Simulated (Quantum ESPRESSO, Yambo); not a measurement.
# A GW run on CaS (Oldhamite) in Yambo, with inputs changed

What do changed inputs do to GW on CaS (Oldhamite)?

Method: PBE and many-body steps on it, plane waves, in Yambo 5.3.0.

The database entry behind the starting cell differs from later determinations by our own check (0.1 to 0.3 % short, probably kX units), so it need not match the best structure at ambient conditions.

### 1. The structure

Symmetry: Fm-3m, No. 225, cubic system. Conventional cell: a = 5.686 Å, b = 5.686 Å, c = 5.686 Å, α = 90.00°, β = 90.00°, γ = 90.00°. Nearest to Ca lie 6 S at 2.84 Å. Nearest to S lie 6 Ca at 2.84 Å. Farther neighbours and most contacts between anions are not listed.

As a file:

```xyz
2
Lattice="0.0000 2.8430 2.8430 2.8430 0.0000 2.8430 2.8430 2.8430 0.0000" Properties=species:S:1:pos:R:3 pbc="T T T"
Ca    0.0000    0.0000    0.0000
S     2.8430    2.8430    2.8430
```

The cell and positions come from the Crystallography Open Database and are kept as given unless a step says otherwise.

### 2. Base

This step: Yambo 5.3.0; G0W0 on PBE, plane waves, norm-conserving pseudopotentials.

Now the one-shot GW correction: screening in the RPA, then the self-energy of the levels asked for.

gw1.in

```
HF_and_locXC
gw0
dyson
ppa
em1d
rim_cut
RandQpts= 1000000
RandGvec= 1 RL
EXXRLvcs= 56 Ry
VXCRLvcs= 224 Ry
Chimod= "HARTREE"
% BndsRnXp
 1 | 120 |
%
NGsBlkXp= 13 Ry
% LongDrXp
 1 | 1 | 1 |
%
% GbndRnge
 1 | 120 |
%
DysSolver= "n"
ExtendOut
PPAPntXp= 27.21138 eV
% QPkrange
 1 | 1 | 7 | 10 |
 13 | 13 | 7 | 10 |
%
```

Launch:

```sh
> OMP_NUM_THREADS=1 mpirun -n 4 yambo -F gw1.in -J gw1 -C gw1 > gw1.log
```

Output:

```text
 Yambo, version 5.3.0

 [02] CORE Variables Setup
 =========================

  [... cell, symmetries and grids as in the set-up ...]

  [02.05] Energies & Occupations
  ==============================

  [X] === General ===
  [X] Electronic Temperature                        :  0.000000  0.000000 [eV K]
  [X] Bosonic    Temperature                        :  0.000000  0.000000 [eV K]
  [X] Finite Temperature mode                       : no
  [X] El. density                                   :  0.34814E+24 [cm-3]
  [X] Fermi Level                                   :  6.089354 [eV]

  [X] === Gaps and Widths ===
  [X] Conduction Band Min                           :  2.353334 [eV]
  [X] Valence Band Max                              :  0.000000 [eV]
  [X] Filled Bands                                  :   8
  [X] Empty Bands                                   :    9  120
  [X] Direct Gap                                    :  3.162367 [eV]
  [X] Direct Gap localized at k                     :  13
  [X] Indirect Gap                                  :  2.353334 [eV]
  [X] Indirect Gap between kpts                     :   1  13
  [X] Last valence band width                       :  1.385101 [eV]
  [X] 1st conduction band width                     :  2.871780 [eV]

 [03] Transferred momenta grid and indexing
 ==========================================

 IBZ Q-points                                      :  16
 BZ  Q-points                                      :  216

 K/Q-points units:
 rlu = crystal or reduced units; cc = cartesian coordinates; iku = interal k-units

 Q [ 1]         [rlu]:  0.000000  0.000000  0.000000
 Q [ 2]         [rlu]: -0.19371E-16 -0.54931E-17  0.16667
 Q [ 3]         [rlu]: -0.38742E-16 -0.10986E-16  0.33333
 Q [ 4]         [rlu]:  0.86360E-17  0.86360E-17 -0.50000
 Q [ 5]         [rlu]: -0.56454E-17  0.16667      0.16667
 Q [ 6]         [rlu]: -0.34817E-17  0.16667      0.33333
 Q [ 7]         [rlu]:  0.56189E-16  0.16667      0.50000
 Q [ 8]         [rlu]:  0.86360E-17  0.16667     -0.33333
 Q [ 9]         [rlu]: -0.12746E-16  0.16667     -0.16667
 Q [10]         [rlu]: -0.11291E-16  0.33333      0.33333
     [... 4 further rows ...]
 Q [15]         [rlu]:  0.166667  0.333333 -0.333333
 Q [16]         [rlu]:  0.166667 -0.500000 -0.333333

 [04] Coloumb potential Random Integration (RIM)
 ===============================================

  [04.01] RIM initialization
  ==========================

  * Diagonal components only detected *

  8 x (sBL volume)        :  0.029622 [a.u.]
  sBZ random points       :  1000000
  Points outside the sBZ  :   7996195
  RL volume               :  0.799802 [a.u.]
  Integrated volume       :  0.800182 [a.u.]

  [04.02] RIM integrals
  =====================

  Gamma point sphere radius             :  0.056125 [a.u.]
  Points outside the sphere             :   799659
  [Int_sBZ(q=0) 1/q^2]*(Vol_sBZ)^(-1/3) =:  7.764404
                                 should be <:  7.795600

  Summary of Coulomb integrals for non-metallic bands |Q|[au] RIM/Bare

  Q [1] 0.100000E-4 0.995998 * Q [2] 0.168804 1.065683
  Q [5] 0.194918 1.063731 * Q [9] 0.275656 1.025994
  Q [6] 0.323236 1.019604 * Q [3] 0.337609 1.017314
  Q [10] 0.389837 1.013697 * Q [8] 0.424815 1.010763
  Q [14] 0.435851 1.010819 * Q [7] 0.477451 1.008998
  Q [11] 0.506413 1.008132 * Q [4] 0.506413 1.007575
  Q [12] 0.551313 1.006539 * Q [15] 0.576576 1.006052
  Q [13] 0.584755 1.006039 * Q [16] 0.616386 1.005530

 [05] Dipoles
 ============

  [05.01] Setup: observables and procedures
  =========================================

 [06] Dynamic Dielectric Matrix (PPA)
 ====================================

 [WR./gw1//ndb.pp]---------------------------------------------------------------
  Brillouin Zone Q/K grids (IBZ/BZ)                :   16  216   16  216
  RL vectors                                       :  2891 [WF]
  Coulomb cutoff potential                         : none
  Electronic Temperature                           :  0.000000 [K]
  Bosonic    Temperature                           :  0.000000 [K]
  PPA    diel. fun.  energies                      : Perdew, Burke & Ernzerhof(X)+Perdew, Burke & Ernzerhof(C)
  wavefunctions                                    : Perdew, Burke & Ernzerhof(X)+Perdew, Burke & Ernzerhof(C)
  Global Gauge                                     : length
  X matrix size                                    :  283
  X band range                                     :    1  120
  X e/h energy range                               : -1.000000 -1.000000 [eV]
  X Time ordering                                  : R
  X Hxc Kernel                                     : HARTREE
  X Drude frequency                                :  0.000000  0.000000
  X poles                                          :  100.0000 [o/o]
  RL vectors in the sum                            :  2891
  [r,Vnl] included                                 : yes
  Field direction                                  :  0.577350E-5  0.577350E-5  0.577350E-5
  BZ energy Double Grid                            : no
  BZ energy DbGd points                            : 0
  BZ Q point size factor                           : -1.000000
  X Optical Averaged directions                    : none

 [07] Local Exchange-Correlation + Non-Local Fock
 ================================================

 [VXC] Plane waves :  17477
 [EXS] Plane waves :  2229

 QP @ state[ 1 ] K range:  1  1
 QP @ state[ 1 ] b range:   7  10
 QP @ state[ 2 ] K range:  13  13
 QP @ state[ 2 ] b range:   7  10

 [xc] Functional : Perdew, Burke & Ernzerhof(X)+Perdew, Burke & Ernzerhof(C)
 [xc] LIBXC used to calculate xc functional
  PP Number of Atomic Species                      :  2
  NLCC RL compoments                               :  17477
  PP Number of Atomic Species                      :  2
  NLCC RL compoments                               :  17477

 [xc] E_xc :  -7.462262 [Ha]
      E_xc :  -14.92452 [Ry]

  Local XC kind (lXC) : Perdew, Burke & Ernzerhof(X)+Perdew, Burke & Ernzerhof(C)
  Non-Local XC kind (nlXC) : Hartree-Fock

  Corrections @ K [1] :  [eV]
 <7|nlXC|7> = -16.09684  0.23920E-17 <7|lXC|7> = -13.12124  0.000000
 <8|nlXC|8> = -16.09685 -0.12312E-16 <8|lXC|8> = -13.12124 -0.56645E-15
 <9|nlXC|9> = -6.246797 -0.50704E-18 <9|lXC|9> = -12.20230  0.000000
 <10|nlXC|10> = -6.246804  0.10389E-17 <10|lXC|10> = -12.20230  0.56645E-15

  Corrections @ K [13] :  [eV]
 <7|nlXC|7> = -16.01233  0.50814E-17 <7|lXC|7> = -12.64652 -0.47204E-16
 <8|nlXC|8> = -16.01229 -0.24530E-17 <8|lXC|8> = -12.64652  0.94408E-16
 <9|nlXC|9> = -5.519504 -0.16922E-17 <9|lXC|9> = -10.20527  0.47204E-16
 <10|nlXC|10> = -8.164715  0.20067E-17 <10|lXC|10> = -15.05956 -0.18882E-15

 [08] Dyson equation: Newton solver
 ==================================

  [08.01] G0W0 (W PPA)
  ====================

  [  GW  ] Bands range     :    1  120
  [GW/PPA] G damping       :  0.100000 [eV]

  QP @ state[ 1 ] K range:  1  1
  QP @ state[ 1 ] b range:   7  10
  QP @ state[ 2 ] K range:  13  13
  QP @ state[ 2 ] b range:   7  10

   Sc/G bands                                       :    1  120
   Sc/G damping                                     :  0.100000 ev
   Sc bands terminator                              : no
   Sx RL components                                 :  2229

   QP @ state[ 1 ] K range                          :  1  1
   QP @ state[ 1 ] b range                          :   7  10
   QP @ state[ 2 ] K range                          :  13  13
   QP @ state[ 2 ] b range                          :   7  10
   GF energies kind                                 : Perdew, Burke & Ernzerhof(X)+Perdew, Burke & Ernzerhof(C)
   GF WF`s kind                                     : Perdew, Burke & Ernzerhof(X)+Perdew, Burke & Ernzerhof(C)
   Xs energies kind                                 : Perdew, Burke & Ernzerhof(X)+Perdew, Burke & Ernzerhof(C)
   Xs WF`s kind                                     : Perdew, Burke & Ernzerhof(X)+Perdew, Burke & Ernzerhof(C)

 [11] Game Over & Game summary
```

It took 8.6 min on 4 MPI ranks of Arm Neoverse N1, shared host; peak memory 1.6 GiB.

This step gave:

* G0W0 gap on the points computed: 4.255 eV
* starting gap on the mesh: 2.353 eV
* k of the valence top: 0, 0, 0
* k of the conduction bottom: 0, -0.5, -0.5
* least direct G0W0 gap on the computed points: 5.162 eV
* Z at the valence top: 0.7887
* Z at the conduction bottom: 0.8249

The gap on the mesh goes from 2.35 eV to 4.25 eV, a correction of +1.90 eV.

### 3. No random integration

gw2.in, as its differences from gw1.in of step 2:

```diff
@@ -6,3 +6,3 @@
 rim_cut
-RandQpts= 1000000
+RandQpts= 0
 RandGvec= 1 RL
```

Launch:

```sh
> OMP_NUM_THREADS=1 mpirun -n 4 yambo -F gw2.in -J gw2,gw1_W -C gw2 > gw2.log
```

Output:

```text
 Yambo, version 5.3.0

 [02] CORE Variables Setup
 =========================

  [... cell, symmetries and grids as in the set-up ...]

  [02.05] Energies & Occupations
  ==============================

  [X] === General ===
  [X] Electronic Temperature                        :  0.000000  0.000000 [eV K]
  [X] Bosonic    Temperature                        :  0.000000  0.000000 [eV K]
  [X] Finite Temperature mode                       : no
  [X] El. density                                   :  0.34814E+24 [cm-3]
  [X] Fermi Level                                   :  6.089354 [eV]

  [X] === Gaps and Widths ===
  [X] Conduction Band Min                           :  2.353334 [eV]
  [X] Valence Band Max                              :  0.000000 [eV]
  [X] Filled Bands                                  :   8
  [X] Empty Bands                                   :    9  120
  [X] Direct Gap                                    :  3.162367 [eV]
  [X] Direct Gap localized at k                     :  13
  [X] Indirect Gap                                  :  2.353334 [eV]
  [X] Indirect Gap between kpts                     :   1  13
  [X] Last valence band width                       :  1.385101 [eV]
  [X] 1st conduction band width                     :  2.871780 [eV]

 [03] Transferred momenta grid and indexing
 ==========================================

 IBZ Q-points                                      :  16
 BZ  Q-points                                      :  216

 K/Q-points units:
 rlu = crystal or reduced units; cc = cartesian coordinates; iku = interal k-units

 Q [ 1]         [rlu]:  0.000000  0.000000  0.000000
 Q [ 2]         [rlu]: -0.19371E-16 -0.54931E-17  0.16667
 Q [ 3]         [rlu]: -0.38742E-16 -0.10986E-16  0.33333
[...]
Q [ 8]         [rlu]:  0.86360E-17  0.16667     -0.33333
 Q [ 9]         [rlu]: -0.12746E-16  0.16667     -0.16667
 Q [10]         [rlu]: -0.11291E-16  0.33333      0.33333
     [... 4 further rows ...]
 Q [15]         [rlu]:  0.166667  0.333333 -0.333333
 Q [16]         [rlu]:  0.166667 -0.500000 -0.333333

 [04] Dipoles
 ============

  [04.01] Setup: observables and procedures
  =========================================

 [05] Dynamic Dielectric Matrix (PPA)
 ====================================

   Sc/G bands                                       :    1  120
   Sc/G damping                                     :  0.100000 ev
   Sc bands terminator                              : no
   Sx RL components                                 :  2229

   QP @ state[ 1 ] K range                          :  1  1
   QP @ state[ 1 ] b range                          :   7  10
   QP @ state[ 2 ] K range                          :  13  13
   QP @ state[ 2 ] b range                          :   7  10
   GF energies kind                                 : Perdew, Burke & Ernzerhof(X)+Perdew, Burke & Ernzerhof(C)
   GF WF`s kind                                     : Perdew, Burke & Ernzerhof(X)+Perdew, Burke & Ernzerhof(C)
   Xs energies kind                                 : Perdew, Burke & Ernzerhof(X)+Perdew, Burke & Ernzerhof(C)
   Xs WF`s kind                                     : Perdew, Burke & Ernzerhof(X)+Perdew, Burke & Ernzerhof(C)

 [10] Game Over & Game summary
```

The job ended after 4.2 min (4 MPI ranks; peak memory 1.5 GiB).

Numbers from this step:

```
G0W0 gap on the points computed              : 4.220 eV
starting gap on the mesh                     : 2.353 eV
k of the valence top                         : 0, 0, 0
k of the conduction bottom                   : 0, -0.5, -0.5
least direct G0W0 gap on the computed points : 5.126 eV
Z at the valence top                         : 0.7918
Z at the conduction bottom                   : 0.8284
```

### 4. Core charge in Vxc

gw3.in, as its differences from gw2.in of step 3:

```diff
@@ -6,3 +6,3 @@
 rim_cut
-RandQpts= 0
+RandQpts= 1000000
 RandGvec= 1 RL
@@ -28 +28,2 @@
 %
+UseNLCC
```

Launch:

```sh
> OMP_NUM_THREADS=1 mpirun -n 4 yambo -F gw3.in -J gw3,gw1_W -C gw3 > gw3.log
```

Output:

```text
 Yambo, version 5.3.0

 [02] CORE Variables Setup
 =========================

  [... cell, symmetries and grids as in the set-up ...]

  [02.05] Energies & Occupations
  ==============================

  [X] === General ===
  [X] Electronic Temperature                        :  0.000000  0.000000 [eV K]
  [X] Bosonic    Temperature                        :  0.000000  0.000000 [eV K]
  [X] Finite Temperature mode                       : no
  [X] El. density                                   :  0.34814E+24 [cm-3]
[...]
QP @ state[ 1 ] b range                          :   7  10
   QP @ state[ 2 ] K range                          :  13  13
   QP @ state[ 2 ] b range                          :   7  10
   GF energies kind                                 : Perdew, Burke & Ernzerhof(X)+Perdew, Burke & Ernzerhof(C)
   GF WF`s kind                                     : Perdew, Burke & Ernzerhof(X)+Perdew, Burke & Ernzerhof(C)
   Xs energies kind                                 : Perdew, Burke & Ernzerhof(X)+Perdew, Burke & Ernzerhof(C)
   Xs WF`s kind                                     : Perdew, Burke & Ernzerhof(X)+Perdew, Burke & Ernzerhof(C)

 [11] Game Over & Game summary
```

Wall time 4.2 min (4 MPI ranks); peak memory 1.5 GiB.

Numbers from this step:

```yaml
g0w0_gap_on_the_points_computed: 3.998 eV
starting_gap_on_the_mesh: 2.353 eV
k_of_the_valence_top: 0, 0, 0
k_of_the_conduction_bottom: 0, -0.5, -0.5
least_direct_g0w0_gap_on_the_computed_points: 4.935 eV
```

Against G0W0 in Yambo (6×6×6 mesh, 120 bands, screening to 176.9 eV, Godby-Needs plasmon pole), the gap moves by −0.257 eV.

### 5. Exchange cutoff

gw5.in, as its differences from gw3.in of step 4:

```diff
@@ -8,3 +8,3 @@
 RandGvec= 1 RL
-EXXRLvcs= 56 Ry
+EXXRLvcs= 112 Ry
 VXCRLvcs= 224 Ry
@@ -28,2 +28 @@
 %
-UseNLCC
```

Launch:

```sh
> OMP_NUM_THREADS=1 mpirun -n 4 yambo -F gw5.in -J gw5,gw1_W -C gw5 > gw5.log
```

Output:

```text
 Yambo, version 5.3.0

 [02] CORE Variables Setup
 =========================

  [... cell, symmetries and grids as in the set-up ...]

  [02.05] Energies & Occupations
  ==============================

  [X] === General ===
  [X] Electronic Temperature                        :  0.000000  0.000000 [eV K]
  [X] Bosonic    Temperature                        :  0.000000  0.000000 [eV K]
  [X] Finite Temperature mode                       : no
  [X] El. density                                   :  0.34814E+24 [cm-3]
  [X] Fermi Level                                   :  6.089354 [eV]

  [X] === Gaps and Widths ===
  [X] Conduction Band Min                           :  2.353334 [eV]
  [X] Valence Band Max                              :  0.000000 [eV]
  [X] Filled Bands                                  :   8
  [X] Empty Bands                                   :    9  120
  [X] Direct Gap                                    :  3.162367 [eV]
  [X] Direct Gap localized at k                     :  13
  [X] Indirect Gap                                  :  2.353334 [eV]
  [X] Indirect Gap between kpts                     :   1  13
  [X] Last valence band width                       :  1.385101 [eV]
  [X] 1st conduction band width                     :  2.871780 [eV]

 [03] Transferred momenta grid and indexing
 ==========================================

 IBZ Q-points                                      :  16
 BZ  Q-points                                      :  216

 K/Q-points units:
 rlu = crystal or reduced units; cc = cartesian coordinates; iku = interal k-units

 Q [ 1]         [rlu]:  0.000000  0.000000  0.000000
 Q [ 2]         [rlu]: -0.19371E-16 -0.54931E-17  0.16667
 Q [ 3]         [rlu]: -0.38742E-16 -0.10986E-16  0.33333
[...]
Q [ 8]         [rlu]:  0.86360E-17  0.16667     -0.33333
 Q [ 9]         [rlu]: -0.12746E-16  0.16667     -0.16667
 Q [10]         [rlu]: -0.11291E-16  0.33333      0.33333
     [... 4 further rows ...]
 Q [15]         [rlu]:  0.166667  0.333333 -0.333333
 Q [16]         [rlu]:  0.166667 -0.500000 -0.333333

 [04] Coloumb potential Random Integration (RIM)
 ===============================================

 Summary of Coulomb integrals for non-metallic bands |Q|[au] RIM/Bare

 Q [1] 0.100000E-4 0.995998 * Q [2] 0.168804 1.065683
 Q [5] 0.194918 1.063731 * Q [9] 0.275656 1.025994
 Q [6] 0.323236 1.019604 * Q [3] 0.337609 1.017314
[...]
Q [12] 0.551313 1.006539 * Q [15] 0.576576 1.006052
 Q [13] 0.584755 1.006039 * Q [16] 0.616386 1.005530

 [05] Dipoles
 ============

  [05.01] Setup: observables and procedures
  =========================================

 [06] Dynamic Dielectric Matrix (PPA)
 ====================================

   Sc/G bands                                       :    1  120
   Sc/G damping                                     :  0.100000 ev
   Sc bands terminator                              : no
   Sx RL components                                 :   6231

   QP @ state[ 1 ] K range                          :  1  1
   QP @ state[ 1 ] b range                          :   7  10
   QP @ state[ 2 ] K range                          :  13  13
   QP @ state[ 2 ] b range                          :   7  10
   GF energies kind                                 : Perdew, Burke & Ernzerhof(X)+Perdew, Burke & Ernzerhof(C)
   GF WF`s kind                                     : Perdew, Burke & Ernzerhof(X)+Perdew, Burke & Ernzerhof(C)
   Xs energies kind                                 : Perdew, Burke & Ernzerhof(X)+Perdew, Burke & Ernzerhof(C)
   Xs WF`s kind                                     : Perdew, Burke & Ernzerhof(X)+Perdew, Burke & Ernzerhof(C)

 [11] Game Over & Game summary
```

Wall time 4.2 min (4 MPI ranks); peak memory 1.5 GiB; 17 min of CPU time.

This step gave:

```
G0W0 gap on the points computed              : 4.254 eV
starting gap on the mesh                     : 2.353 eV
k of the valence top                         : 0, 0, 0
k of the conduction bottom                   : 0, -0.5, -0.5
least direct G0W0 gap on the computed points : 5.161 eV
Z at the valence top                         : 0.7887
Z at the conduction bottom                   : 0.8249
```

(Part 1 of 2 ends here.)

[Paths, hosts, dates, memory and timing lines, banners, echoed tables and standing remarks are left out of the program output.]

[Logs are printed without paths, hosts, clocks, repeated set-up lines and the standing remarks that a program may print on its own settings, such as how far it seeks lower states.]

[Runs of the session that timed out or met a known fault of the program may be left out.]

[Hosts, paths, dates, database ids (printed as entryN), source tags and the programs' standing remarks are cut or masked in the printed files.]
